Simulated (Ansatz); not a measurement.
## InSe: random displacements

Level of theory: DFT PBEsol, scalar-relativistic, plane waves, PAW (Ansatz). Cutoff 420 eV, Γ-centred 12×12×2 k-points, Gaussian smearing of 0.05 eV. No spin polarisation. Energies are free energies at this smearing, counted from the undisturbed cell; pressure is positive in compression.

The undisturbed cell (as given, not relaxed at this level):

```
In Se
1.0
     4.04733    0.00000    0.00000
    -2.02366    3.50509    0.00000
     0.00000    0.00000   18.05206
In Se
4 4
Cartesian
  4.0473 0.0000 10.4231
  4.0473 0.0000 7.6289
  0.0000 2.3367 16.6550
  0.0000 2.3367 1.3971
  2.0237 1.1684 15.3984
  2.0237 1.1684 2.6537
  0.0000 2.3367 11.6800
  0.0000 2.3367 6.3721
```

The cell holds layers and no dispersion correction was added, so their binding is poorly described.

The atoms are displaced (Å, in the unstrained cell):

```tsv
atom	ux	uy	uz
In1	-0.095	-0.540	-0.052
In2	-0.031	0.271	0.057
In3	0.041	-0.495	-0.205
In4	-0.361	0.031	0.153
Se5	-0.141	0.218	0.230
Se6	0.269	0.581	-0.224
Se7	0.303	-0.092	0.098
Se8	0.016	0.025	-0.058
```

Strain (Voigt, engineering shear): (0.0121, -0.0111, 0.0007, 0.0027, -0.0090, -0.0017).

Problem. What are the energy change, the stress and the forces?

Solution. ΔE = 1458.9 meV/atom; stress (xx, yy, zz, yz, xz, xy; compression positive) (34.57, 4.48, 10.55, -7.22, -20.41, 9.09) GPa.
| atom | Fx (eV/Å) | Fy | Fz |
| --- | --- | --- | --- |
| In1 | 2.92 | 1.60 | -1.36 |
| In2 | 0.15 | -1.35 | -0.19 |
| In3 | -6.14 | 3.11 | 5.91 |
| In4 | 25.83 | 10.90 | -17.54 |
| Se5 | 6.24 | -2.81 | -5.06 |
| Se6 | -25.93 | -11.20 | 16.68 |
| Se7 | -2.99 | -1.41 | 1.29 |
| Se8 | -0.09 | 1.16 | 0.26 |

Cost: 1 run of about 3.5 core-minutes, on Arm Neoverse V2 (shared hosts).